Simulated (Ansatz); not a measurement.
What does this script print? It uses the Ansatz DFT code, driven from Python.

Script `caf2_lattice.py`:
```python
# -*- coding: utf-8 -*-
"""How the lattice of CaF2 depends on the functional."""

import ansatz as az
from ase import Atoms
import numpy as np

def edges_and_angles(cell):
    cell = np.asarray(cell)
    a, b, c = np.linalg.norm(cell, axis=1)
    cosines = cell[1] @ cell[2] / (b * c), cell[0] @ cell[2] / (a * c), cell[0] @ cell[1] / (a * b)
    return (a, b, c, *np.degrees(np.arccos(cosines)))

atoms = Atoms(
    ["Ca", "F", "F"],
    scaled_positions=[
        (0.0, 0.0, 0.0),
        (0.25, 0.25, 0.25),
        (0.75, 0.75, 0.75),
    ],
    cell=[
        (0.0, 2.731, 2.731),
        (2.731, 0.0, 2.731),
        (2.731, 2.731, 0.0),
    ],
    pbc=True,
)
caf2 = az.Crystal.from_ase(atoms)

calculation = (
    caf2.calculation()
    .kpoints(6, center="gamma")
    .basis(510)
    .occupations(az.OccupationsMethod.FIXED)
    .relax(cell=True, force_tolerance=0.02)
)

levels = [("pbe", "d4"), ("pbesol", "none"), ("lda", "none")]
print("level            a       b       c    alpha   beta  gamma  V/atom  steps")
for name, dispersion in levels:
    seen = []
    run = calculation.functional(name, dispersion=dispersion).session().plan()
    result = run.execute(on_event=lambda e: seen.append(e) if e["event"] == "relax_step" else None)
    cell = result.lattice.cell_ang
    label = name if dispersion == "none" else f"{name}+{dispersion}"
    print("{:13s} {:7.4f} {:7.4f} {:7.4f} {:6.2f} {:6.2f} {:6.2f}".format(label, *edges_and_angles(cell)), f"{abs(np.linalg.det(cell)) / len(result.lattice.sites):7.3f} {len(seen):5d}")
```

Running `python caf2_lattice.py` prints:
```text
level            a       b       c    alpha   beta  gamma  V/atom  steps
pbe+d4         3.8769  3.8769  3.8769  60.00  60.00  60.00  13.734     4
pbesol         3.8327  3.8327  3.8327  60.00  60.00  60.00  13.270     4
lda            3.7660  3.7660  3.7660  60.00  60.00  60.00  12.589     5
```

From smallest to largest: LDA (12.59 Å³ an atom, -7.3 % against the start), PBEsol (13.27 Å³ an atom, -2.3 % against the start) and PBE+D4 (13.73 Å³ an atom, +1.1 % against the start). The spread is 9.1 % in volume.

Reading the output:
- Forces vanish by symmetry, so the ions can't move, and the end may be a saddle.
- Edges and angles are those of the cell as typed, here a primitive one, not of the conventional cell.
- The structure is a deposited one; some such entries were measured under pressure or heat, so a shift against it needn't be the functional's error alone.
- The whole script took 11 s on 1 thread of Intel(R) Xeon(R) Processor @ 2.30GHz, on a shared host, peak memory 0.5 GiB.
